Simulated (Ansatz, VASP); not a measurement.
**Two plane-wave programs on Ru**

The input INCAR:

```
SYSTEM = Ru
PREC = Accurate
ENCUT = 520
EDIFF = 1E-7
ISMEAR = 0
SIGMA = 0.1
LREAL = .FALSE.
LASPH = .TRUE.
NELM = 100
ALGO = Normal
ISIF = 2
LWAVE = .FALSE.
LCHARG = .TRUE.
GGA = PE
LELF = .TRUE.
LVHAR = .TRUE.
NBANDS = 28
```

The input KPOINTS:

```
regular mesh
0
G
  6 6 6
  0 0 0
```

POSCAR

```
Ru
1.0
    4.4642422224      0.0000000000      0.0000000000
   -2.2321211112      3.8661471732      0.0000000000
    0.0000000000      0.0000000000      2.7367745798
Ru
3
Direct
    0.0000000000      0.0000000000      0.0000000000
    0.3333333333      0.6666666667      0.5000000000
    0.6666666667      0.3333333333      0.5000000000
```

Input for Ansatz:

```yaml
crystal:
  lattice:
    - [4.4642422224, 0.0, 0.0]
    - [-2.2321211112, 3.8661471732, 0.0]
    - [0.0, 0.0, 2.7367745798]
  atoms:
    - { symbol: Ru, position: [0.0, 0.0, 0.0] }
    - { symbol: Ru, position: [0.3333333333, 0.6666666667, 0.5] }
    - { symbol: Ru, position: [0.6666666667, 0.3333333333, 0.5] }
basis:
  ecutwfc: 420
kpoints:
  mp_grid: { grid: [6, 6, 6] }
hamiltonian:
  xc: pbe
scf:
  occupations: { method: gaussian, width: 0.1 }
  lower_state_search: "off"
output:
  forces: true
  stress: true
  eigenvalues: true
```

Alike in both runs: task single point; functional PBE; k mesh 6 × 6 × 6; occupations gaussian, width 0.1 eV; no spin polarisation.

|  | VASP | Ansatz |
| --- | --- | --- |
| version | VASP 6.6.1 | Ansatz 0.2.0 |
| potentials or method | VASP PAW PBE potentials, release 64 (Ru_pv) | scalar-relativistic, plane waves, PAW |
| plane-wave cutoff (eV) | 520 | 420 |
| valence electrons in the cell | 42 | 48 |

|  | VASP | Ansatz | Ansatz less VASP |
| --- | --- | --- | --- |
| gap on the k mesh at the Fermi level (eV) | none | none | - |
| pressure (GPa) | -24.7 | -24.6 | +0.09 |
| largest component of the traceless stress (GPa) | 6.25 | 6.29 | +0.040 |

A gap of «none» marks a metal or a gap that the smearing closes. With one functional, cell and mesh, what is left measures potentials, basis and numerics. The two sets of potentials don't hold the same shells in valence.

Caveats: the k mesh is coarse (spacing up to 0.38 Å⁻¹), so the values aren't converged; so large a pressure means that the cell lies far from this level's equilibrium, or that cutoff or potentials fall short (VASP).
